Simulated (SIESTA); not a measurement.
A run of SIESTA 5.4.2:

ZrO2.fdf

```
SystemName                      ZrO2
SystemLabel                     ZrO2
NumberOfSpecies                 2
NumberOfAtoms                   3
%block ChemicalSpeciesLabel
  1  40 Zr
  2   8 O
%endblock ChemicalSpeciesLabel

UseStructFile                   true

%block kgrid.MonkhorstPack
    9   0   0  0.0
    0   9   0  0.0
    0   0   9  0.0
%endblock kgrid.MonkhorstPack
XC.Functional                   GGA
XC.Authors                      PBE
PAO.BasisSize                   DZP
PAO.EnergyShift                 0.003 Ry
Mesh.Cutoff                     800 Ry
OccupationFunction              FD
ElectronicTemperature           0.05 eV
MaxSCFIterations                120
SCF.MustConverge                false
SCF.Mixer.Method                Pulay
SCF.Mixer.Weight                0.25
SCF.Mixer.History               8
SCF.DM.Tolerance                5.0e-05
SCF.H.Tolerance                 1.0e-03 eV
WriteForces                     true
Charge.Mulliken                 end
BandLinesScale                  ReciprocalLatticeVectors
%block BandLines
    1    0.000000   0.000000   0.000000  \Gamma
   12    0.500000   0.000000   0.500000  X
    6    0.500000   0.250000   0.750000  W
    4    0.375000   0.375000   0.750000  K
   13    0.000000   0.000000   0.000000  \Gamma
   11    0.500000   0.500000   0.500000  L
    8    0.625000   0.250000   0.625000  U
    4    0.500000   0.250000   0.750000  W
    9    0.500000   0.500000   0.500000  L
    8    0.375000   0.375000   0.750000  K
    1    0.625000   0.250000   0.625000  U
    4    0.500000   0.000000   0.500000  X
%endblock BandLines
%block PAO.Basis
  Zr 5
  n=4 0 2
    3.497 0.000
  n=5 0 2
    9.041 0.000
  n=4 1 2
    4.057 0.000
  n=5 1 1
    9.041
  n=4 2 2
    7.356 0.000
%endblock PAO.Basis
```

The input ZrO2.STRUCT_IN:

```
   0.0000000000     2.5450727058     2.5450727058
   2.5450727058     0.0000000000     2.5450727058
   2.5450727058     2.5450727058     0.0000000000
3
1  40    0.0000000000     0.0000000000     0.0000000000
2   8    0.7500000000     0.7500000000     0.7500000000
2   8    0.2500000000     0.2500000000     0.2500000000
```

Potentials or basis: PseudoDojo 0.4 standard (PBE files), DZP (energy shift 0.003 Ry; two zetas on semicore shells).

Command:

```sh
$ siesta ZrO2.fdf > ZrO2.out 2>&1
```

Hardware: 1 thread of Intel(R) Xeon(R) Platinum 8259CL CPU @ 2.50GHz (Skylake/Cascade Lake), with other jobs on the host.

Q: Estimate the wall time of this run.

A: Wall time 85 s on 1 thread of Intel(R) Xeon(R) Platinum 8259CL CPU @ 2.50GHz (Skylake/Cascade Lake), with other jobs on the host, peak memory 0.31 GiB. Counts: scf iterations 9, k points 365, bands 49.
